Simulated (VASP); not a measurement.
Write the native input for VASP 6.6.1 that does the following.

```yaml
Task: relaxation of cell and atoms
Functional: PBEsol
Potentials_or_basis: VASP PAW PBE potentials, release 64 (Ba_sv, F)
Cutoff: 600 eV
k_mesh: 8 × 8 × 8
Occupations: gaussian, width 0.03 eV
Spin: no spin polarisation
Further_INCAR_settings: ALGO = Normal; EDIFF = 1e-07; IBRION = 2; EDIFFG = -0.005; NSW = 90; ISIF = 3
```

The structure of BaF2 (Frankdicksonite) lies in POSCAR:

```
BaF2                                    
1.0
    0.0000000000      3.0872814879      3.0872814879
    3.0872814879      0.0000000000      3.0872814879
    3.0872814879      3.0872814879     -0.0000000000
  Ba              F             
     1     2
Direct
     0.0000000000000000    1.0000000000000000    1.0000000000000000
     0.2500000000000000    0.2500000000000000    0.2500000000000000
     0.7500000000000000    0.7500000000000000    0.7500000000000000
```

These files were run (other wordings do the same):

INCAR

```
SYSTEM = BaF2
  PREC = Accurate
  ENCUT = 600
  EDIFF = 1E-7
  ISMEAR = 0
  SIGMA = 0.03
  LREAL = .False.
  LASPH = .True.
  NELM = 80
  ALGO = Normal
  ISIF = 3
  LWAVE = .False.
  LCHARG = .False.
  GGA = PS
  IBRION = 2
  NSW = 90
  EDIFFG = -0.005
```

KPOINTS

```
Automatic mesh
0
Gamma
  8 8 8
  0 0 0
```

Potentials or basis: VASP PAW PBE potentials, release 64 (Ba_sv, F).

Launch:

```bash
$ cat potpaw_PBE.64/Ba_sv/POTCAR potpaw_PBE.64/F/POTCAR > POTCAR
$ mpirun -np 1 vasp_std > vasp.out
```

Results of the run:

The relaxed volume is 19.64 Å³/atom and the relaxed cell is a = 4.367 Å, b = 4.367 Å, c = 4.367 Å, α = 60.00°, β = 60.00°, γ = 60.00°. The space group after relaxing (to 0.05 Å) is Fm-3m (No. 225) and the energy gained by relaxing is 0.0 meV/atom. The ionic steps are 2. The pressure after relaxing is 0.0 GPa. The band gap on the k mesh is 6.67 eV, indirect (least direct gap 6.76 eV).

Caveat: the PAW data sets were made with another functional, which shifts forces and pressure a little; spin-orbit coupling is left out, which moves the levels of the heavy elements.

Wall time 20 s on 1 thread of Intel(R) Xeon(R) 6975P-C (Granite Rapids) (shared host), peak memory 0.21 GiB.
